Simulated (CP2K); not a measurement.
## Pb under changes of volume

One of the cells (31.034 Å³/atom); the others are scaled copies at fixed shape and fractional positions:

```
Pb
1.0
     3.42887    0.00000    0.00000
    -1.14296    3.23277    0.00000
    -1.14296   -1.61639    2.79966
Pb
1
Direct
  0.00000 0.00000 0.00000
```

This isn't the form of Pb at room conditions, which is fcc.

```yaml
Program: CP2K 2026.2
Functional: PBEsol
Potentials_or_basis: POTENTIAL_UZH Pb GTH-PBE-q4; TZVP-MOLOPT-PBE-GTH basis
Density_cutoff: 6123 eV
k_mesh: 9 × 9 × 9
Occupations: fermi-dirac, width 0.05 eV
Spin: no spin polarisation
```

```tsv
volume (Å³/atom)	energy over the lowest point (meV/atom)	pressure (GPa)
29.172	?	?
29.792	15.14	2.9
30.413	6.05	1.8
31.034	1.10	0.8
31.654	0.00	-0.2
32.275	2.45	-1.0
32.896	8.06	-1.7
```

Question: What does the run at 29.172 Å³/atom give?

Answer: Energy over the lowest point 28.80 meV/atom; pressure 4.2 GPa.

Worked out: A Birch-Murnaghan fit of order 3 (a polynomial in V^(-2/3)) to the other rows has its minimum at 31.53 Å³/atom with B0 = V·E''(V) = 47 GPa and B' = 3.4. It gives 28.80 meV/atom at 29.172 Å³/atom, against the run's 28.80, and -dE/dV = 4.2 GPa, against 4.2.

Energies are extrapolated to zero smearing.

Caveats: the potentials were made for another functional, which shifts forces and pressure; the basis of atomic orbitals isn't converged, which shifts pressures, moduli and gaps.
